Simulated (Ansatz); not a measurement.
**Ti: one candidate structure**

Aim: relax Ti from this start, O type (R-3m, No. 166), and see where it ends.

Program: Ansatz 0.2.0. Level of theory: DFT PBE, scalar-relativistic, plane waves, PAW. These are calculated values, not measurements.

7 further runs of the same task are left out: 7 set aside as unsound or not needed.

### Step 1. The starting structure

It takes space group R-3m (No. 166, trigonal). The conventional cell has a = 3.366 Å, b = 3.366 Å, c = 12.091 Å, α = 90.00°, β = 90.00°, γ = 120.00°. Ti (site symmetry 3m) has 1 Ti at 1.40 Å as nearest neighbours.

Structure file:

```
CELL_PARAMETERS angstrom
1.68310 0.97174 4.03030
-1.68310 0.97174 4.03030
0.00000 -1.94348 4.03030
ATOMIC_POSITIONS crystal
Ti 0.05770 0.05770 0.05770
Ti 0.94230 0.94230 0.94230
```

(A quick probe on a coarse mesh, which set the mesh and smearing, is not shown.)

### Step 3. A loose first relaxation

The input, input.yaml:

```yaml
crystal:
  lattice:
    - [1.683103191, 0.9717400803, 4.0302979218]
    - [-1.683103191, 0.9717400803, 4.0302979218]
    - [0.0, -1.9434801607, 4.0302979218]
  atoms:
    - { symbol: Ti, position: [0.0577, 0.0577, 0.0577] }
    - { symbol: Ti, position: [0.9423, 0.9423, 0.9423] }
basis:
  ecutwfc: 420
kpoints:
  mp_grid: { grid: [6, 6, 6] }
hamiltonian:
  xc: pbe
scf:
  occupations: { method: gaussian, width: 0.1 }
  lower_state_search: "off"
output:
  forces: true
  stress: true
  eigenvalues: true
relax:
  adjacent_minimum: "off"
  f_tol: 0.04
  max_steps: 70
  cell: { stress_tol: 0.4 }
```

The session goes on with these runs: rough relaxation on the coarse mesh; full relaxation.

What does the calculation give?

As calculated:

| quantity | value |
| --- | --- |
| cell (conventional) | a = 2.914 Å, b = 2.914 Å, c = 14.535 Å, α = 90.00°, β = 90.00°, γ = 120.00° |
| space group | R-3m (No. 166) |
| volume | 17.81 Å³/atom |
| gap on the mesh | none (metal) |

**Reading.** The space group stayed R-3m, and from the first guess the volume went from 19.78 to 17.81 Å³/atom. Where forces pass 15 eV/Å atoms stand far too close, the PAW spheres overlap strongly and those numbers are rough.
